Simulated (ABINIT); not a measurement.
Ir:

```
CELL_PARAMETERS angstrom
2.75138 0.00000 0.00000
-1.37569 2.38276 0.00000
0.00000 0.00000 4.46229
ATOMIC_POSITIONS crystal
Ir 0.33333 0.66667 0.25000
Ir 0.66667 0.33333 0.75000
```

This isn't the form of Ir at room conditions, which is fcc.

Base run:

| Quantity | Value |
| --- | --- |
| Program | ABINIT 10.8.3 (patched build) |
| Functional | LDA |
| Potentials or basis | JTH PAW PBE v2.0 |
| Cutoff | 517 eV |
| k mesh | 11 × 11 × 6 |
| Occupations | fermi-dirac, width 0.05 eV |
| Spin | no spin polarisation |

Its results: band gap on the k mesh none (metal or under the smearing width); pressure -16.8 GPa.

Question: The run is repeated on the same cell with these changes: functional from LDA to AM05. What comes out?

Answer: Band gap on the k mesh none (metal or under the smearing width); pressure -14.9 GPa.

AM05 binds less tightly than LDA, so the same cell stands under more pressure.

Caveats: the PAW data sets were made with another functional, which shifts forces and pressure a little; spin-orbit coupling is left out, which moves the levels of the heavy elements.
